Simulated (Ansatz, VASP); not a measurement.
# One calculation of LuH2, two programs

```
Lu H
1.0
     0.00000    2.47917    2.47917
     2.47917    0.00000    2.47917
     2.47917    2.47917    0.00000
Lu H
1 2
Direct
  0.00000 0.00000 0.00000
  0.25000 0.25000 0.25000
  0.75000 0.75000 0.75000
```

Alike in both runs: task single point; functional PBEsol; k mesh 12 × 12 × 12; occupations gaussian, width 0.05 eV; no spin polarisation.

|  | VASP | Ansatz |
| --- | --- | --- |
| version | VASP 6.6.1 | Ansatz 0.2.0 |
| potentials or method | VASP PAW PBE potentials, release 64 (Lu, H) | scalar-relativistic, plane waves, PAW |
| plane-wave cutoff (eV) | 520 | 420 |
| valence electrons in the cell | 27 | 27 |

VASP gave:

| Item | Value |
| --- | --- |
| gap on the k mesh at the Fermi level (eV) | none |
| pressure (GPa) | 0.3 |

Problem. Estimate Ansatz's values.

Solution. gap on the k mesh at the Fermi level (eV): none; pressure (GPa): 0.0.

A gap of «none» marks a metal or a gap that the smearing closes. The functional is the same, so the differences come from potentials, cutoffs and numerics.

Caveats: the PAW data sets were made with another functional, which shifts forces and pressure a little (VASP). Spin-orbit coupling is left out, which matters for the levels of Lu.
